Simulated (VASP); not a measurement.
ZnS:

```
Zn S
1.0
     0.00000    2.33934    2.33934
     2.33934    0.00000    2.33934
     2.33934    2.33934    0.00000
Zn S
1 1
Cartesian
  0.0000 0.0000 0.0000
  2.3393 2.3393 2.3393
```

The cell was built by a generator and needn't be a form met in nature.

| Quantity | Value |
| --- | --- |
| Program | VASP 6.6.1 |
| Task | relaxation of cell and atoms |
| Functional | PBE |
| Potentials or basis | VASP PAW PBE potentials, release 64 (Zn, S) |
| Cutoff | 600 eV |
| k mesh | 8 × 8 × 8 |
| Occupations | fermi-dirac, width 0.02 eV |
| Spin | no spin polarisation |

At the start: pressure 40.9 GPa; volume 12.80 Å³/atom.

Problem. Where does the relaxation end?

Solution. Over 6 steps the energy falls by 385.9 meV/atom and the volume is 16.64 Å³/atom (+30.0 %); space group Fm-3m (No. 225, to 0.05 Å).

Step by step:
```
step  energy change (eV)  largest force (eV/Å)  pressure (GPa)  volume (Å³)
   1              0.0000                0.0000           40.88        25.60
   2             -0.5292                0.0000          -10.30        39.71
   3             -0.7718                0.0000            0.05        33.27
   4             -0.7716                0.0000           -0.39        33.44
   5             -0.7718                0.0000            0.08        33.26
   6             -0.7718                0.0000            0.01        33.29
```

Final structure:
```xyz
2
Lattice="0.0000 2.5532 2.5532 2.5532 0.0000 2.5532 2.5532 2.5532 0.0000" Properties=species:S:1:pos:R:3 pbc="T T T"
Zn    2.5532    2.5532    5.1063
S     2.5532    2.5532    2.5532
```

Caveat: the volume moved by over 15 % at a fixed basis, so the end points are rough.
